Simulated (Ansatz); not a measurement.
**Si in Ansatz: the effect of exact exchange**

Crystal: Si.

```
Si
1.0
     3.90575    0.00000    0.00000
    -1.95287    3.38248    0.00000
     0.00000    0.00000    4.11666
Si
3
Direct
  0.00000 0.50000 0.33333
  0.50000 0.50000 0.66667
  0.50000 0.00000 0.00000
```

The cell was built by a generator and needn't be a form met in nature.

Alike in all runs:

| Item | Value |
| --- | --- |
| Program | Ansatz 0.2.0 |
| Task | single point |
| Functional | HSE06 form with a typed share of exact exchange |
| Potentials or basis | Ansatz PAW |
| Cutoff | 420 eV (not typed: the program's choice for these potentials) |
| k mesh | 4 × 4 × 4 |
| Occupations | fermi-dirac, width 0.05 eV |
| Spin | no spin polarisation |

| exact exchange | gap on the mesh (eV) | pressure (GPa) |
| --- | --- | --- |
| 0.05 | none | -0.7 |
| 0.1 | none | -1.1 |
| 0.15 | none | -1.5 |
| 0.2 | 0.14 | -1.8 |
| 0.25 | 0.25 | -2.1 |
| 0.3 | ? | ? |
| 0.4 | 0.59 | -3.1 |
| 0.5 | 0.82 | -3.8 |

What does the run with exact exchange 0.3 give?

gap on the mesh 0.36 eV; pressure -2.4 GPa.

Worked out: A straight line through the other rows of the pressure, of slope -6.76 GPa per unit of exact exchange, gives -2.4 GPa, against the run's -2.4.

Caveats: all runs use coarse meshes; the PAW data sets come from PBE, with cores solved anew for the run's functional, which leaves a small shift of forces and pressure; the thresholds are loose for stress.

A k mesh can miss the band edges.

A gap of «none» marks a metal or a gap under the smearing width.
